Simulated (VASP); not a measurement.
Write the native input for VASP 6.6.1 that does the following.

```
Task                   : single point
Functional             : PBE
Potentials or basis    : VASP PAW PBE potentials, release 64 (Mg)
Cutoff                 : 520 eV
k mesh                 : 6 × 6 × 6
Occupations            : gaussian, width 0.1 eV
Spin                   : no spin polarisation
Dipole correction      : no
Further INCAR settings : ALGO = Fast; EDIFF = 1e-06; NBANDS = 9
```

The structure of Mg lies in POSCAR:

```
Mg
1.0
   -3.2228864290      3.2228864290      1.5825724260
    3.2228864290     -3.2228864290      1.5825724260
    3.2228864290      3.2228864290     -1.5825724260
Mg
2
Direct
    0.7500000000      0.2500000000      0.5000000000
    0.0000000000      0.0000000000      0.0000000000
```

This isn't the form of Mg at room conditions, which is hcp.

The cell isn't the ideal one: Hg replaced by Mg, lengths x 1.041, strained and moved within the space group.

These files were run (other wordings do the same):

INCAR

```
ALGO = Fast
EDIFF = 1E-6
ENCUT = 520
GGA = PE
ISIF = 2
ISMEAR = 0
LASPH = T
LCHARG = T
LELF = T
LREAL = F
LVHAR = T
LWAVE = F
NBANDS = 9
NELM = 100
PREC = Accurate
SIGMA = 0.1
```

KPOINTS

```
k-points
0
Gamma
  6 6 6
```

Potentials or basis: VASP PAW PBE potentials, release 64 (Mg).

The run is started by

```sh
$ cat potpaw_PBE.64/Mg/POTCAR > POTCAR
$ mpirun -np 1 vasp_std > vasp.out
```

It gave:

| Property | Result |
| --- | --- |
| Pressure | -3.7 GPa |
| Band gap on the k mesh | none (metal or under the smearing width) |

Caveat: the k mesh is coarse (spacing up to 0.37 Å⁻¹), so the values aren't converged.

It took 17 s on 1 thread of Intel(R) Xeon(R) Platinum 8259CL CPU @ 2.50GHz (Skylake/Cascade Lake) (shared host), peak memory 0.2 GiB.
